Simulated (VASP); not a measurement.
A run of VASP 6.6.1:

INCAR

```
SYSTEM = SrTiO3
PREC     = Accurate       ! precision mode
ENCUT    = 600            ! plane-wave cutoff, eV
EDIFF    = 1E-6           ! SCF threshold, eV
ISMEAR   = 0              ! smearing method
SIGMA    = 0.03           ! smearing width, eV
LREAL    = .False.        ! projectors in reciprocal space
LASPH    = .True.         ! aspherical terms in the spheres
NELM     = 80             ! most SCF steps
ALGO     = Normal         ! electronic algorithm
ISIF     = 3              ! what is computed and relaxed
LWAVE    = .False.        ! write WAVECAR
LCHARG   = .False.        ! write CHGCAR
GGA      = CA             ! functional
IBRION   = 2              ! ionic algorithm
NSW      = 90             ! ionic steps
EDIFFG   = -0.01          ! ionic threshold
```

KPOINTS

```
regular mesh
0
Gamma
  8 8 8
  0 0 0
```

POSCAR

```
SrTiO3
1.0
    3.9052800000      0.0000000000      0.0000000000
    0.0000000000      3.9052800000      0.0000000000
    0.0000000000      0.0000000000      3.9052800000
Sr Ti O
1 1 3
Direct
    0.5000000000      0.5000000000      0.5000000000
    0.0000000000      0.0000000000      0.0000000000
    0.5000000000      0.0000000000      0.0000000000
    0.0000000000      0.5000000000      0.0000000000
    0.0000000000      0.0000000000      0.5000000000
```

Potentials or basis: VASP PAW LDA potentials, release 64 (Sr_sv, Ti_sv, O).

The run is started by

```console
$ cat potpaw_LDA.64/Sr_sv/POTCAR potpaw_LDA.64/Ti_sv/POTCAR potpaw_LDA.64/O/POTCAR > POTCAR
$ mpirun -np 1 vasp_std > vasp.out
```

Hardware: 1 thread of Intel(R) Xeon(R) 6975P-C (Granite Rapids) (shared host).

How long does it take, and how much memory?

Wall time 50 s on 1 thread of Intel(R) Xeon(R) 6975P-C (Granite Rapids), with other jobs on the host, peak memory 0.2 GiB. Counts: scf iterations 36, k points 35, ion steps 3.
